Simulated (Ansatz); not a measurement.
Relaxing Se

Theory: Ansatz 0.2.0, DFT r2SCAN, scalar-relativistic, plane waves, PAW. Cutoff 500 eV, Γ-centred k mesh, Gaussian smearing, no spin polarisation in the final step.

A relaxed cell is given with its space group left out.

```
CELL_PARAMETERS angstrom
6.73668 0.00000 0.00000
-3.36834 5.83414 0.00000
0.00000 0.00000 2.34802
ATOMIC_POSITIONS crystal
Se 0.00000 0.00000 0.00000
Se 0.33333 0.66667 0.50000
Se 0.66667 0.33333 0.50000
```

Energies count from the standard state of Se at the same level.

What space group does it have?

P6/mmm (No. 191). Conventional cell: a = 6.737 Å, c = 2.348 Å. Se on Wyckoff site a (1 atom of the primitive cell) is coordinated by 2 Se at 2.35 Å; around Se on Wyckoff site d (2 atoms of the primitive cell) lie 2 Se at 2.35 Å.

How far above the standard state of Se does it lie?

0.62 eV/atom.

Is it a metal?

Yes, bands cross the Fermi level on the 9×9×20 mesh.

The final run used a 9×9×20 mesh on its 3-atom cell and 0.10 eV smearing. For metals, differences of a few meV/atom aren't resolved. No dispersion correction is applied, so the spacing between layers, chains or molecules is poorly fixed, and with it the volume and density. The cell came from a trial start, so Se may not exist in this structure.